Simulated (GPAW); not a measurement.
# Magnetic state of 1 ML Co on W(001), 3 substrate layers from several starts, part 2 of 2

A self-consistent run ends on one state, which hangs on the start. Several orders of 1 ML Co on W(001), 3 substrate layers are started in GPAW and their energies compared.

GPAW 26.7.0; PBE; plane waves with GPAW's PAW setups, scalar-relativistic.

So far, largest spin moment in the augmentation sphere (μB): step 2 (run 1 (ferro +)) 1.19; step 3 (order 2, typed as antiferro q=(1/2,1/2,0) +-) 1.52.

**4. Start 3: antiferro q=(0,1/2,0) +-**

Reversing part of the moments tests the sign of the couplings between them.

This order needs a doubled cell of 8 atoms. Its mesh is chosen so that both cells sample the same points.

order3.py

```python
import json
import numpy as np
from ase import Atoms
from ase.parallel import paropen, parprint
from gpaw import GPAW

atoms = Atoms(['W', 'W', 'W', 'W', 'W', 'W', 'Co', 'Co'],
    cell=[[3.16469, 0.0, 0.0],
         [0.0, 6.32938, 0.0],
         [0.0, 0.0, 18.527998]],
    scaled_positions=[[0.0, 0.0, 0.377807],
         [0.0, 0.5, 0.377807],
         [0.5, 0.25, 0.46321],
         [0.5, 0.75, 0.46321],
         [0.0, 0.0, 0.548612],
         [0.0, 0.5, 0.548612],
         [0.5, 0.25, 0.622193],
         [0.5, 0.75, 0.622193]],
    pbc=True,
    magmoms=[0.0, 0.0, 0.0, 0.0, 0.0, 0.0, 2.0, -2.0])
atoms.calc = GPAW(mode={'name': 'pw', 'ecut': 500},
    xc='PBE',
    kpts={'size': (10, 5, 1), 'gamma': True},
    occupations={'name': 'fermi-dirac', 'width': 0.05},
    convergence={'density': 1e-05, 'energy': 1e-05},
    maxiter=250,
    symmetry={'tolerance': 1e-4},
    txt='order3.txt')
e = atoms.get_potential_energy(force_consistent=True)
res = {'free_energy': e, 'energy_sigma0': atoms.get_potential_energy(), 'fermi_energy': atoms.calc.get_fermi_level()}
res['moments'] = atoms.get_magnetic_moments().tolist()
res['total'] = atoms.get_magnetic_moment()
parprint('site moments (muB):', np.round(res['moments'], 3))
parprint(f"total moment: {res['total']:.3f} muB")
parprint(f'free energy: {e:.6f} eV')
atoms.calc.write('order3.gpw')
with paropen('results.json', 'w') as f:
    json.dump(res, f)
```

Command:

```bash
> OMP_NUM_THREADS=1 mpirun -n 8 gpaw python order3.py > order3.log
```

The program printed:

```text
site moments (muB): [-0.    -0.     0.014 -0.014  0.     0.     1.251 -1.251]
total moment: -0.000 muB
free energy: -76.776758 eV

--- order3.txt ---
Input parameters:
  mode=PW(ecut=500),
  convergence={'density': 1e-05, 'energy': 1e-05},
  kpts=MonkhorstPack(size=(10, 5, 1), gamma=True),
  maxiter=250,
  occupations=Occupations(name='fermi-dirac', width=0.05),
  symmetry=Symmetry(tolerance=0.0001),
[...]
|         47 |         0.846 |     1.000 |         0.846 |     1.000 |
[...]
|         57 |         2.601 |     0.000 |         2.601 |     0.000 |
|         58 |         2.647 |     0.000 |         2.647 |     0.000 |
|         59 |         3.005 |     0.000 |         3.005 |     0.000 |
|        ... |               |           |               |           |
|         65 |         4.736 |     0.000 |         4.737 |     0.000 |

No gap
No difference between direct/indirect transitions

[key lines of the parts left out:]
Free energy:     -76.776758
Converged in 32 steps
dipole moment: (-47.191169, -47.191152, -0.065851)  # |e|*Ang
Fermi level: 1.516
```

The job ended after 78 s (8 MPI ranks of AMD EPYC 9B45 (Zen 5), shared host; peak memory 2.4 GiB).

Spin moment in the augmentation sphere by atom:

```tsv
atom	spin moment in the augmentation sphere (μB)
W1	0.00
W2	0.00
W3	0.01
W4	-0.01
W5	0.00
W6	0.00
Co7	1.25
Co8	-1.25
```

Numbers from this step:

| Property | Result |
| --- | --- |
| magnetization | 0 μB |
| final state | antiferromagnetic |

It lies 13.9 meV a seeded atom under the first start, and its largest moment is 1.25 μB against 1.19 μB.

**5. Order 4, typed as no spin polarisation**

A run without seeds gives the energy of the state without moments.

nospin.py

```python
import json
import numpy as np
from ase import Atoms
from ase.parallel import paropen, parprint
from gpaw import GPAW

atoms = Atoms(['W', 'W', 'W', 'Co'],
    cell=[[3.16469, 0.0, 0.0],
         [0.0, 3.16469, 0.0],
         [0.0, 0.0, 18.527998]],
    scaled_positions=[[0.0, 0.0, 0.377807],
         [0.5, 0.5, 0.46321],
         [0.0, 0.0, 0.548612],
         [0.5, 0.5, 0.622193]],
    pbc=True)
atoms.calc = GPAW(mode={'name': 'pw', 'ecut': 500},
    xc='PBE',
    kpts={'size': (10, 10, 1), 'gamma': True},
    occupations={'name': 'fermi-dirac', 'width': 0.05},
    convergence={'density': 1e-05, 'energy': 1e-05},
    maxiter=250,
    symmetry={'tolerance': 1e-4},
    txt='nospin.txt')
e = atoms.get_potential_energy(force_consistent=True)
res = {'free_energy': e, 'energy_sigma0': atoms.get_potential_energy(), 'fermi_energy': atoms.calc.get_fermi_level()}
parprint(f'free energy: {e:.6f} eV')
atoms.calc.write('nospin.gpw')
with paropen('results.json', 'w') as f:
    json.dump(res, f)
```

Command:

```bash
> OMP_NUM_THREADS=1 mpirun -n 8 gpaw python nospin.py > nospin.log
```

The program printed:

```text
free energy: -38.296364 eV

--- nospin.txt ---
Input parameters:
  mode=PW(ecut=500),
  convergence={'density': 1e-05, 'energy': 1e-05},
  kpts=MonkhorstPack(size=(10, 10, 1), gamma=True),
  maxiter=250,
  occupations=Occupations(name='fermi-dirac', width=0.05),
  symmetry=Symmetry(tolerance=0.0001),
  xc=XC(name='PBE')

Diagonalizing LCAO Hamiltonian
Converting LCAO to pw mode
   .-------.
  /|       |
 * |       |
[...]
|          0 |       -72.669 |     2.000 |
|        ... |               |           |
|         18 |         0.197 |     2.000 |
|         19 |         0.330 |     2.000 |
|         20 |         0.330 |     2.000 |
|         21 |         0.408 |     2.000 |
[...]
|         31 |         4.272 |     0.000 |
|         32 |         4.472 |     0.000 |
|         33 |         4.472 |     0.000 |
|         34 |         4.993 |     0.000 |

No gap
No difference between direct/indirect transitions

[key lines of the parts left out:]
Free energy:     -38.296364
Converged in 22 steps
dipole moment: (-23.597385, -23.597385, -0.051798)  # |e|*Ang
Fermi level: 1.459
```

Elapsed: 12 s, on 8 MPI ranks; peak memory 1.8 GiB.

Read from the output:

* final state: non-magnetic (no spin polarisation)

It lies 78.1 meV a seeded atom over the first start.

**6. Ranking**

These are free energies at a smearing of 0.05 eV, so its entropy term is in the differences. They are divided by the number of seeded atoms, so that cells of unlike size compare. Wavevectors q in the names are fractions of the reciprocal vectors of the first run's cell.

Orders:

```tsv
start	final state	typed order kept	energy over the lowest (meV a seeded atom)	largest site moment (μB)	net moment (μB a primitive cell)	mesh matched	CPU time (s)
ferro +	ferromagnetic	yes	69.06	1.187	1.322	yes	202
antiferro q=(1/2,1/2,0) +-	antiferromagnetic	yes	0	1.518	0	yes	881.9
antiferro q=(0,1/2,0) +-	antiferromagnetic	yes	55.18	1.251	0	yes	622.3
no spin polarisation	non-magnetic	-	147.2	0	0	yes	91.74
```

**7. What came out**

```
lowest state found                 : antiferromagnetic (typed antiferro q=(1/2,1/2,0) +-)
largest site moment                : 1.52 μB
next state                         : antiferromagnetic, 55.2 meV a seeded atom higher
energy gained by spin polarisation : 147 meV a seeded atom
```

In words: The lowest state found is antiferromagnetic, reached from the start antiferro q=(1/2,1/2,0) +-, with moments up to 1.52 μB. The next state costs 55 meV a seeded atom. Only 4 starts are shown; other collinear patterns, canted and longer-period orders are not.

[Logs and program files are shortened in this print: banners, set-up blocks, solver, clock and traceback lines can be left out without a mark of their own.]

[Logs are printed without paths, hosts, clocks, repeated set-up lines and the standing remarks that a program may print on its own settings, such as how far it seeks lower states.]

[Hosts, paths, dates, database ids (printed as entryN), source tags and the programs' standing remarks are cut or masked in the printed files.]

[Where a cell is said to come from a database of computed structures, the database is the Materials Project.]
